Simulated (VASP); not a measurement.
## GaP in VASP 6.6.1, single-point calculation

INCAR

```
LCHARG = .FALSE.
NSW = 0
ISMEAR = 0
SIGMA = 0.01
PREC = Accurate
ALGO = Normal
NELM = 120
LREAL = .TRUE.
EDIFF = 1E-7
IBRION = -1
LWAVE = .FALSE.
NBANDS = 49
ENCUT = 520
LASPH = .TRUE.
GGA = RP
ISIF = 2
```

KPOINTS

```
KPOINTS created by Atomic Simulation Environment
0
Gamma
8 8 8
0 0 0
```

POSCAR

```
Ga P
 1.0000000000000000
     0.0000000000000000    2.6845183053000001    2.6845183053000001
     2.6845183053000001    0.0000000000000000    2.6845183053000001
     2.6845183053000001    2.6845183053000001    0.0000000000000000
 Ga  P
   1   1
Cartesian
  0.0000000000000000  0.0000000000000000  0.0000000000000000
  1.3422591526500001  1.3422591526500001  1.3422591526500001
```

The recommended PBE PAW datasets give the neutral cell 18 valence electrons.

Command

```
mpirun -np 1 vasp_std
```

Problem. Predict the outcome of this run.

Solution. It converged. Results: gap between bands v and c on the k mesh 1.65 eV; least direct gap on the k mesh 2.34 eV; pressure 10.0 GPa. Band v is the last that the valence electrons fill when counted band by band, and c is the next.

OSZICAR

```
N       E                     dE             d eps       ncg     rms          rms(c)
DAV:   1     0.145739420916E+03    0.14574E+03   -0.56951E+03  3968   0.545E+02
DAV:   2     0.721356380958E+01   -0.13853E+03   -0.11709E+03  2955   0.208E+02
DAV:   3    -0.833288569180E+01   -0.15546E+02   -0.15256E+02  3421   0.410E+01
DAV:   4    -0.860884098718E+01   -0.27596E+00   -0.27577E+00  3371   0.540E+00
DAV:   5    -0.860997778049E+01   -0.11368E-02   -0.11367E-02  3324   0.341E-01    0.512E+00
DAV:   6    -0.837965578754E+01    0.23032E+00   -0.10609E-01  4379   0.351E+00    0.354E+00
DAV:   7    -0.835551523186E+01    0.24141E-01   -0.33520E-02  3233   0.690E-01    0.129E+00
DAV:   8    -0.835917946640E+01   -0.36642E-02   -0.83479E-03  3275   0.411E-01    0.224E-01
DAV:   9    -0.836022392785E+01   -0.10445E-02   -0.88388E-04  3304   0.145E-01    0.150E-01
DAV:  10    -0.836030515701E+01   -0.81229E-04   -0.34065E-05  3459   0.219E-02    0.783E-02
DAV:  11    -0.836046823061E+01   -0.16307E-03   -0.87968E-05  3169   0.262E-02    0.536E-03
DAV:  12    -0.836047288615E+01   -0.46555E-05   -0.31245E-06  3628   0.537E-03    0.296E-03
DAV:  13    -0.836047392727E+01   -0.10411E-05   -0.87349E-07  3175   0.270E-03    0.197E-03
DAV:  14    -0.836047395410E+01   -0.26827E-07   -0.20865E-08  3436   0.570E-04
   1 F= -.83604740E+01 E0= -.83604740E+01  d E =-.213066E-28
```

For comparison, a separate r²SCAN run of the intended cell, on usual settings and not on those above, gives a gap of 1.82 eV on its mesh and a pressure of 4.4 GPa.
